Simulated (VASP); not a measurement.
VASP inputs for SrO (strained rocksalt)

INCAR

```
PREC = Accurate
LREAL = .FALSE.
NBANDS = 15
ISIF = 2
SIGMA = 0.01
IBRION = -1
LASPH = .TRUE.
ALGO = Normal
METAGGA = R2SCAN
NELM = 120
LCHARG = .FALSE.
NSW = 0
EDIFF = 1E-7
ISMEAR = 0
ENCUT = 520
LWAVE = .FALSE.
```

KPOINTS

```
KPOINTS created by Atomic Simulation Environment
0
Gamma
8 8 8
0 0 0
```

KPOINTS_OPT

```
special points
6
Reciprocal
0.0000000000 0.0000000000 0.0000000000 1
0.5000000000 0.0000000000 0.5000000000 1
0.6250000000 0.2500000000 0.6250000000 1
0.3750000000 0.3750000000 0.7500000000 1
0.5000000000 0.5000000000 0.5000000000 1
0.5000000000 0.2500000000 0.7500000000 1
```

POSCAR

```
Sr O
 1.0000000000000000
     0.0000000000000000    2.6830880188999999    2.6830880188999999
     2.6830880188999999    0.0000000000000000    2.6830880188999999
     2.6830880188999999    2.6830880188999999    0.0000000000000000
 Sr  O
   1   1
Cartesian
  0.0000000000000000  0.0000000000000000  0.0000000000000000
  2.6830880188999999  2.6830880188999999  2.6830880188999999
```

VASP ran with the recommended PBE PAW datasets (16 valence electrons in the cell).

Question: Predict the results.

Answer: gap between bands v and c 3.77 eV; least direct gap 3.77 eV; pressure -8.2 GPa.

Band v is the last that the valence electrons fill when counted band by band, and c is the next. Levels in eV from the top of v:

| point | v−1 | v | c | c+1 |
| --- | --- | --- | --- | --- |
| Γ | 0.00 | 0.00 | 3.77 | 6.46 |
| X | -0.15 | -0.15 | 3.77 | 7.57 |
| K | -0.59 | -0.51 | 5.07 | 7.82 |
| L | -0.90 | -0.90 | 6.55 | 8.05 |
| W | -0.52 | -0.52 | 6.18 | 6.18 |
